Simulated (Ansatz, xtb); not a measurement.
# Isomers of C4H6 in order of energy

6 gas-phase structures of C4H6, from a drawn sample of its isomers (lower ones may exist). Each was relaxed with GFN2-xTB:

A. `C=C=CC`, a singlet
B. `C=CC=C`, a singlet
C. `C#CCC`, a singlet
D. `CC#CC`, a singlet
E. `CC1C=C1`, a singlet
F. `C1=CCC1`, a singlet

Problem. Make a reasoned guess at their ranking by r2SCAN-D4/def2-SVP single-point energy.

Solution. Calculated order at r2SCAN-D4/def2-SVP: B (0.000), D (0.396), F (0.428), A (0.472), C (0.712), E (1.365) eV. Less than 1 kcal/mol parts D and F, so the order within that pair means little.

Energies above the lowest of each column, in eV; the last columns are at PBE0-D3(BJ)/def2-SVP geometries:

```tsv
structure	GFN2-xTB	HF/STO-3G	r2SCAN-D4/def2-SVP	PBE0-D3(BJ)/def2-SVP	CCSD(T)/def2-TZVP
B	0.143	0.564	0.000	0.000	0.000
D	0.012	0.074	0.396	0.366	0.372
F	0.000	0.000	0.428	0.270	0.504
A	0.402	0.896	0.472	0.473	0.543
C	0.320	0.387	0.712	0.683	0.573
E	1.138	1.522	1.365	1.266	1.501
```

CCSD(T)/def2-TZVP puts B lowest; GFN2-xTB picks F, HF/STO-3G picks F. Flexible structures stand in one conformer each, not always the lowest.

Over these structures GFN2-xTB departs from r2SCAN-D4/def2-SVP by 0.175 eV on average once a common shift is removed. A GFN2-xTB relaxation took about 0.038 s and the r2SCAN-D4/def2-SVP energy about 0.84 s on a shared host (Ansatz 0.2.0, xtb 6.7.1).
